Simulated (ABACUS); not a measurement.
Ho:

```xyz
1
Lattice="-1.9905 1.9905 1.9905 1.9905 -1.9905 1.9905 1.9905 1.9905 -1.9905" Properties=species:S:1:pos:R:3 pbc="T T T"
Ho    0.0000    0.0000    0.0000
```

This isn't the form of Ho at room conditions, which is hcp.

* Program: ABACUS 3.10.1
* Task: single point
* Functional: PBE
* Potentials or basis: PseudoDojo NC SR 0.4.1 PBE standard, lanthanides 3+ (f in core)
* Cutoff: 680 eV
* Density cutoff: 2721 eV
* Basis: plane waves
* k mesh: 9 × 9 × 9
* Occupations: fermi-dirac, width 0.05 eV
* Spin: collinear spin, ferromagnetic start
* Starting moments: [1.0] μB

On this cell: net moment 0.05 μB per cell; band gap on the k mesh none (metal or under the smearing width).

The same run follows on a disturbed copy (cell strained at random at fixed volume):

```
Ho
1.0
    -1.99713    1.98790    1.98456
     1.98241   -1.98546    1.96740
     2.01641    2.00474   -1.98213
Ho
1
Direct
  0.00929 0.01064 0.00501
```

Question: What does the disturbed cell give?

Answer: The energy (extrapolated to zero smearing) moves by +0.2 meV/atom; net moment 0.04 μB per cell; band gap on the k mesh none (metal or under the smearing width).

Caveats: the magnetic or orbital state may not be the lowest; all typed moments are zero, and the program then starts from 1 μB on every atom; spin-orbit coupling is left out, which moves the levels of the heavy elements; the 4f electrons are frozen in the core as for a trivalent ion, so they carry no moment and show no levels.
